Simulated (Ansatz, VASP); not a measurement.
One calculation of Ru, two programs

```
Ru
1.0
     4.27343    0.00000    0.00000
    -2.13671    3.70090    0.00000
     0.00000    0.00000    2.69583
Ru
3
Direct
  0.00000 0.00000 0.00000
  0.33333 0.66667 0.50000
  0.66667 0.33333 0.50000
```

Alike in both runs: task single point; functional BLYP; k mesh 10 × 10 × 13; occupations fermi-dirac, width 0.1 eV; no spin polarisation.

|  | VASP | Ansatz |
| --- | --- | --- |
| version | VASP 6.6.1 | Ansatz 0.2.0 |
| potentials or method | VASP PAW PBE potentials, release 64 (Ru_pv) | plane waves (420 eV) with PAW, scalar-relativistic |
| plane-wave cutoff (eV) | 520 | 420 |
| valence electrons in the cell | 42 | 48 |

Ansatz gave:

```
pressure (GPa)                                  : 11.4
largest component of the traceless stress (GPa) : 0.81
```

**Question.** What did VASP give for the same quantities?

**Answer.** Pressure (GPa): 12.1; largest component of the traceless stress (GPa): 1.01.

The two sets of potentials don't hold the same shells in valence.

Caveats: the PAW data sets were made with another functional, which shifts forces and pressure a little (VASP).
